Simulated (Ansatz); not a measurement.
Mo: computed properties

Computed with DFT PBEsol, scalar-relativistic, plane waves, PAW in Ansatz 0.2.0.

Cutoff 420 eV; k points 18×18×18 on the computed 1-atom cell (Γ-centred); Gaussian smearing, width 0.10 eV; no spin polarisation.

The structure is relaxed at this level of theory with its symmetry kept.

Symmetry: Im-3m, No. 229, cubic system. Conventional cell: a = 3.129 Å, b = 3.129 Å, c = 3.129 Å, α = 90.00°, β = 90.00°, γ = 90.00°. Mo (site symmetry m-3m) is surrounded by 8 Mo at 2.71 Å.

```
Volume per atom                                                   : 15.32 Å³
Formation energy from the elements' standard states (uncorrected) : +0.003 eV/atom
Kohn–Sham band gap                                                : none (metal)
Density of states at the Fermi level                              : 0.58 states/eV per cell
Löwdin character within 0.5 eV of the Fermi level                 : Mo 4d 90 %, unprojected 4 %
Bulk modulus                                                      : 281 GPa
Its pressure derivative                                           : 4.3
Bader charges (e)                                                 : Mo (1 in the cell) 0.00
```